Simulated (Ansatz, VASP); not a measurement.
## Two plane-wave programs on CdTe

Contents of INCAR:

```
SYSTEM = CdTe
PREC = Accurate ; ENCUT = 520
EDIFF = 1E-6 ; ISMEAR = 0
SIGMA = 0.02 ; LREAL = .FALSE.
LASPH = .TRUE. ; NELM = 100
ALGO = Normal ; ISIF = 2
LWAVE = .FALSE. ; LCHARG = .FALSE.
GGA = PS ; NBANDS = 16
```

Contents of KPOINTS:

```
regular mesh
0
G
  4 4 4
  0 0 0
```

Contents of POSCAR:

```
CdTe
1.0
    0.0000000000      3.2446714374      3.2446714374
    3.2446714374      0.0000000000      3.2446714374
    3.2446714374      3.2446714374      0.0000000000
Cd Te
1 1
Direct
    0.0000000000      0.0000000000      0.0000000000
    0.2500000000      0.2500000000      0.2500000000
```

Input for Ansatz:

```yaml
crystal:
  lattice:
    - [0.0, 3.2446714374, 3.2446714374]
    - [3.2446714374, 0.0, 3.2446714374]
    - [3.2446714374, 3.2446714374, 0.0]
  atoms:
    - { symbol: Cd, position: [0.0, 0.0, 0.0] }
    - { symbol: Te, position: [0.25, 0.25, 0.25] }
basis:
  ecutwfc: 420
kpoints:
  mp_grid: { grid: [4, 4, 4] }
  band_path:
    path:
      - [0.0, 0.0, 0.0]
      - [-0.5, -0.5, 0.0]
      - [-0.375, -0.375, 0.25]
      - [-0.375, 0.0, 0.375]
      - [0.0, 0.0, 0.5]
      - [-0.5, -0.25, 0.25]
    npoints: 1
hamiltonian:
  xc: pbesol
scf:
  occupations: { method: gaussian, width: 0.02 }
  n_extra_bands: 4
output:
  forces: true
  stress: true
  eigenvalues: true
```

Alike in both runs: task single point; functional PBEsol; k mesh 4 × 4 × 4; occupations gaussian, width 0.02 eV; no spin polarisation.

|  | VASP | Ansatz |
| --- | --- | --- |
| version | VASP 6.6.1 | Ansatz 0.2.0 |
| potentials or method | VASP PAW PBE potentials, release 64 (Cd, Te) | scalar-relativistic, plane waves, PAW |
| plane-wave cutoff (eV) | 520 | 420 |
| valence electrons in the cell | 18 | 36 |

VASP gave:

* gap on the k mesh at the Fermi level (eV): 0.64
* least direct gap on the mesh (eV): 0.64
* pressure (GPa): 0.4

Task: Estimate Ansatz's values.

Result: gap on the k mesh at the Fermi level (eV): 0.63; least direct gap on the mesh (eV): 0.63; pressure (GPa): 0.2.

The two sets of potentials don't hold the same shells in valence.

Caveats: the PAW data sets were made with another functional, which shifts forces and pressure a little (VASP); spin-orbit coupling is left out, which moves the levels of the heavy elements.
